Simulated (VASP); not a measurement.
# NbP (F-43m) in VASP: density of states with PBEsol

Aim: the density of states of NbP with PBEsol.

Program: VASP 6.6.1. These are calculated values, not measurements. Logs are shortened: lines on timing, memory, paths and dates and some standing lists are left out, and cuts for length are marked.

**1. The crystal as given**

The structure is cubic, space group F-43m (No. 216). Conventional cell: a = 5.527 Å, b = 5.527 Å, c = 5.527 Å, α = 90.00°, β = 90.00°, γ = 90.00°. Around Nb (site symmetry -43m) lie 4 P at 2.39 Å. Around P (site symmetry -43m) lie 4 Nb at 2.39 Å.

Measurements of this composition are mostly on another form, of space group No. 109.

**2. Density of states, PBEsol**

Contents of POSCAR:

```
NbP
1.0
    0.0000000000      2.7634058242      2.7634058242
    2.7634058242      0.0000000000      2.7634058242
    2.7634058242      2.7634058242      0.0000000000
Nb P
1 1
Direct
    0.0000000000      0.0000000000      0.0000000000
    0.2500000000      0.2500000000      0.2500000000
```

Contents of INCAR.step1:

```
SYSTEM = NbP
PREC     = Accurate       ! precision mode
ENCUT    = 520            ! plane-wave cutoff, eV
EDIFF    = 1E-6           ! SCF threshold, eV
ISMEAR   = 0              ! smearing method
SIGMA    = 0.05           ! smearing width, eV
LREAL    = .False.        ! projectors in reciprocal space
LASPH    = .True.         ! aspherical terms in the spheres
NELM     = 80             ! most SCF steps
ALGO     = Fast           ! electronic algorithm
ISIF     = 2              ! what is computed and relaxed
LWAVE    = .False.        ! write WAVECAR
LCHARG   = .True.         ! write CHGCAR
LMAXMIX  = 4              ! l up to which the mixer works
GGA      = PS             ! functional
NBANDS   = 16             ! bands
```

Contents of KPOINTS.step1:

```
regular mesh
0
Gamma
  10 10 10
  0 0 0
```

Contents of INCAR.step2:

```
SYSTEM = NbP
PREC     = Accurate       ! precision mode
ENCUT    = 520            ! plane-wave cutoff, eV
EDIFF    = 1E-6           ! SCF threshold, eV
ISMEAR   = -5             ! smearing method
SIGMA    = 0.05           ! smearing width, eV
LREAL    = .False.        ! projectors in reciprocal space
LASPH    = .True.         ! aspherical terms in the spheres
NELM     = 80             ! most SCF steps
ALGO     = Fast           ! electronic algorithm
ISIF     = 2              ! what is computed and relaxed
LWAVE    = .False.        ! write WAVECAR
LCHARG   = .False.        ! write CHGCAR
LMAXMIX  = 4              ! l up to which the mixer works
GGA      = PS             ! functional
LORBIT   = 10             ! projections on sites
NEDOS    = 1001           ! points of the DOS
ICHARG   = 11             ! starting density
```

Contents of KPOINTS.step2:

```
regular mesh
0
Gamma
  15 15 15
  0 0 0
```

Potentials or basis: VASP PAW PBE potentials, release 64 (Nb_sv, P).

Run with:

```bash
$ cat potpaw_PBE.64/Nb_sv/POTCAR potpaw_PBE.64/P/POTCAR > POTCAR
$ cp INCAR.step1 INCAR
$ cp KPOINTS.step1 KPOINTS
$ mpirun -np 1 vasp_std > vasp.out
$ cp INCAR.step2 INCAR
$ cp KPOINTS.step2 KPOINTS
$ mpirun -np 1 vasp_std > vasp.out
```

OUTCAR:

```text
SYSTEM = NbP
   PREC = Accurate
   ENCUT = 520
   EDIFF = 1E-6
   ISMEAR = -5
   LREAL = .False.
   LASPH = .True.
   NELM = 80
   ISIF = 2
   GGA = PS
   LORBIT = 10
   ICHARG = 11

 ion  position               nearest neighbor table
   1  0.000  0.000  0.000-   2 2.39   2 2.39   2 2.39   2 2.39
   2  0.250  0.250  0.250-   1 2.39   1 2.39   1 2.39   1 2.39

  LATTYP: Found a face centered cubic cell.
 ALAT       =     5.5268116484

  Lattice vectors:

 A1 = (   0.0000000000,   2.7634058242,   2.7634058242)
 A2 = (   2.7634058242,   0.0000000000,   2.7634058242)
 A3 = (   2.7634058242,   2.7634058242,   0.0000000000)

Analysis of symmetry for initial positions (statically):
=====================================================================
 Subroutine PRICEL returns:
 Original cell was already a primitive cell.

 Routine SETGRP: Setting up the symmetry group for a
 face centered cubic supercell.

 Subroutine GETGRP returns: Found 24 space group operations
 (whereof 24 operations were pure point group operations)
 out of a pool of 48 trial point group operations.

The static configuration has the point symmetry T_d .

Analysis of symmetry for dynamics (positions and initial velocities):
=====================================================================
 Subroutine PRICEL returns:
 Original cell was already a primitive cell.

 Routine SETGRP: Setting up the symmetry group for a
 face centered cubic supercell.

 Subroutine GETGRP returns: Found 24 space group operations
 (whereof 24 operations were pure point group operations)
 out of a pool of 48 trial point group operations.

The dynamic configuration has the point symmetry T_d .

 Subroutine INISYM returns: Found 24 space group operations
 (whereof 24 operations are pure point group operations),
 and found     1 'primitive' translations

----------------------------------------------------------------------------------------

                                     Primitive cell

  volume of cell :      42.2050

  direct lattice vectors                    reciprocal lattice vectors
     0.000000000  2.763405824  2.763405824    -0.180936146  0.180936146  0.180936146
     2.763405824  0.000000000  2.763405824     0.180936146 -0.180936146  0.180936146
     2.763405824  2.763405824  0.000000000     0.180936146  0.180936146 -0.180936146

  length of vectors
     3.908045995  3.908045995  3.908045995     0.313390598  0.313390598  0.313390598

  position of ions in fractional coordinates (direct lattice)
     0.000000000  0.000000000  0.000000000
     0.250000000  0.250000000  0.250000000

  ion indices of the primitive-cell ions
[... 99 lines left out ...]
  Fermi-wavevector in a.u.,A,eV,Ry     =   1.232285  2.328680 20.660789  1.518525
  Thomas-Fermi vector in A             =   2.367061
   LORBIT       =     10    0 simple, 1 ext, 2 COOP (PROOUT), +10 PAW based schemes
   GGA     = PS    functional components
   LHFCALC =     F    Hartree Fock is set to
   AEXX    =    0.0000 exact exchange contribution
   IVDW    =     0    specifies the selected vdW correction
   LEPSILON=     F    determine dielectric tensor
   LRPA    =     F    only Hartree local field effects (RPA)
 non-spin polarized calculation
 RMM-DIIS sequential band-by-band and
 Fermi weights with tetrahedron method with Bloechl corrections
  energy-cutoff  :      520.00
  volume of cell :       42.21
 maximum number of plane-waves:      1155
 NGX is ok and might be reduce to    30

 number of electron      18.0000001 magnetization

 Free energy of the ion-electron system (eV)
  ---------------------------------------------------
  ext. energy  EPLUGINS =         0.00000000
  ---------------------------------------------------
  free energy    TOTEN  =       -16.74734891 eV

  energy without entropy =      -16.74734891  energy(sigma->0) =      -16.74734891

 E-fermi :   7.2150     XC(G=0): -10.5412

 val. band max:        7.2714230581   @ k =   0.3333   0.0000   0.0000
 cond. band min:       7.1867215090   @ k =  -0.2667   0.3333   0.1333
 fundamental gap:     -0.0847015492
 Fermi energy:         7.2150298261

 k-point     1 :       0.0000    0.0000    0.0000
  band No.  band energies     occupation
      1     -47.9589      2.00000
      2     -24.0651      2.00000
      3     -24.0651      2.00000
      4     -24.0651      2.00000
      5      -4.3022      2.00000
      6       3.3818      2.00000
      7       3.3818      2.00000
      8       3.3818      2.00000
      9       7.1862      2.00000
     10       7.1862      1.98832
     11      10.1118      0.00000
     12      13.0019      0.00000
     13      13.0019      0.00000
[... 354 lines left out ...]
  band No.  band energies     occupation
      1     -47.9566      2.00000
      2     -24.0969      2.00000
      3     -24.0750      2.00000
      4     -24.0743      2.00000
      5      -3.9222      2.00000
      6       2.9000      2.00000
      7       3.6506      2.00000
      8       3.6623      2.00000
      9       6.6332      2.00000
     10       7.4164      0.00000
     11      11.1983      0.00000
     12      12.0280      0.00000
     13      12.1267      0.00000

 [... further k-points ...]

------------------------ aborting loop because EDIFF is reached ----------------------------------------

  FORCE on cell =-STRESS in cart. coord.  units (eV):
  Direction    XX          YY          ZZ          XY          YZ          ZX
  --------------------------------------------------------------------------------------
  -------------------------------------------------------------------------------------
  Total       -0.0080630     -0.0080630     -0.0080630      0.0000000     -0.0000000      0.0000000
  in kB       -0.3060873     -0.3060873     -0.3060873      0.0000000     -0.0000000      0.0000000
  external PRESSURE =      -0.3060873 kB  Pullay stress =       0.0000000 kB

 VOLUME and BASIS-vectors are now :
 -----------------------------------------------------------------------------
  energy-cutoff  :      520.00
  volume of cell :       42.21
      direct lattice vectors                 reciprocal lattice vectors
     0.000000000  2.763405824  2.763405824    -0.180936146  0.180936146  0.180936146
     2.763405824  0.000000000  2.763405824     0.180936146 -0.180936146  0.180936146
     2.763405824  2.763405824  0.000000000     0.180936146  0.180936146 -0.180936146

 POSITION                                       TOTAL-FORCE (eV/Angst)
 -----------------------------------------------------------------------------------
      0.00000      0.00000      0.00000         0.000000      0.000000      0.000000
      1.38170      1.38170      1.38170        -0.000000     -0.000000     -0.000000
 -----------------------------------------------------------------------------------
    total drift:                                0.000000      0.000000      0.000000

  FREE ENERGIE OF THE ION-ELECTRON SYSTEM (eV)
  ---------------------------------------------------
  free  energy   TOTEN  =       -16.7473489057 eV

  energy  without entropy=      -16.7473489057  energy(sigma->0) =      -16.74734891

 total charge

# of ion       s       p       d       tot
------------------------------------------
    1        2.174   5.993   2.532  10.699
    2        1.036   1.572   0.000   2.608
--------------------------------------------------
tot          3.210   7.565   2.532  13.307
```

OUTCAR.step1:

```text
SYSTEM = NbP
   PREC = Accurate
   ENCUT = 520
   EDIFF = 1E-6
   ISMEAR = 0
   LREAL = .False.
   LASPH = .True.
[... 680 lines left out ...]
      0.00000      0.00000      0.00000         0.000000      0.000000      0.000000
      1.38170      1.38170      1.38170        -0.000000     -0.000000     -0.000000
 -----------------------------------------------------------------------------------
    total drift:                                0.000000      0.000000      0.000000

  FREE ENERGIE OF THE ION-ELECTRON SYSTEM (eV)
  ---------------------------------------------------
  free  energy   TOTEN  =       -16.7543363202 eV

  energy  without entropy=      -16.7511616815  energy(sigma->0) =      -16.75274900
```

OSZICAR.step1:

```text
N       E                     dE             d eps       ncg     rms          rms(c)
DAV:   1     0.134798718807E+03    0.13480E+03   -0.92935E+03  1504   0.107E+03
DAV:   2    -0.108595086691E+02   -0.14566E+03   -0.13982E+03  1872   0.342E+02
DAV:   3    -0.178162832020E+02   -0.69568E+01   -0.68313E+01  2384   0.629E+01
DAV:   4    -0.181379222794E+02   -0.32164E+00   -0.32096E+00  2144   0.125E+01
[... 11 lines left out ...]
RMM:  16    -0.167543398357E+02    0.15780E-03   -0.86619E-04  2527   0.227E-01    0.751E-02
RMM:  17    -0.167543428696E+02   -0.30340E-05   -0.59368E-04  2452   0.189E-01    0.584E-02
RMM:  18    -0.167543342895E+02    0.85801E-05   -0.96693E-05  2364   0.892E-02    0.396E-02
RMM:  19    -0.167543360368E+02   -0.17473E-05   -0.34613E-05  2481   0.412E-02    0.382E-02
RMM:  20    -0.167543363202E+02   -0.28339E-06   -0.94654E-06  2000   0.185E-02
   1 F= -.16754336E+02 E0= -.16752749E+02  d E =-.317464E-02
```

Wall time 1.9 min (1 thread of Intel Xeon Platinum 8375C at 2.90GHz (Ice Lake), shared host); peak memory 0.2 GiB.

Results:

| Property | Result |
| --- | --- |
| Valence electrons inside the program's atomic spheres | Nb 10.70; P 2.61 |

States per cell in windows of 1 eV (zero at the Fermi level; states under -8 eV left out):
```
from (eV)  total  Nb1_d  P2_p  Nb1_p  Nb1_s  P2_s  P2_d
     -8.0   0.00   0.00  0.00   0.00   0.00  0.00  0.00
     -7.0   0.00   0.00  0.00   0.00   0.00  0.00  0.00
     -6.0   0.04   0.01  0.01   0.00   0.00  0.00  0.00
     -5.0   2.06   0.32  0.45   0.04   0.08  0.01  0.00
     -4.0   2.84   0.79  0.73   0.04   0.05  0.00  0.00
     -3.0   1.24   0.29  0.37   0.04   0.01  0.00  0.00
     -2.0   0.52   0.22  0.01   0.01   0.00  0.00  0.00
     -1.0   1.43   0.80  0.03   0.01   0.01  0.00  0.00
      0.0   2.54   1.66  0.07   0.01   0.03  0.00  0.00
      1.0   1.18   0.61  0.07   0.02   0.04  0.00  0.00
      2.0   1.24   0.68  0.08   0.04   0.01  0.02  0.00
      3.0   1.92   0.87  0.20   0.07   0.01  0.04  0.00
      4.0   0.87   0.38  0.11   0.03   0.01  0.02  0.00
      5.0   0.40   0.13  0.06   0.01   0.01  0.02  0.00
      6.0   0.00   0.00  0.00   0.00   0.00  0.00  0.00
      7.0   0.00   0.00  0.00   0.00   0.00  0.00  0.00
```

Caveat: the PAW data sets were made with another functional, which shifts forces and pressure a little; tetrahedron occupations give inexact forces and stress in metals.
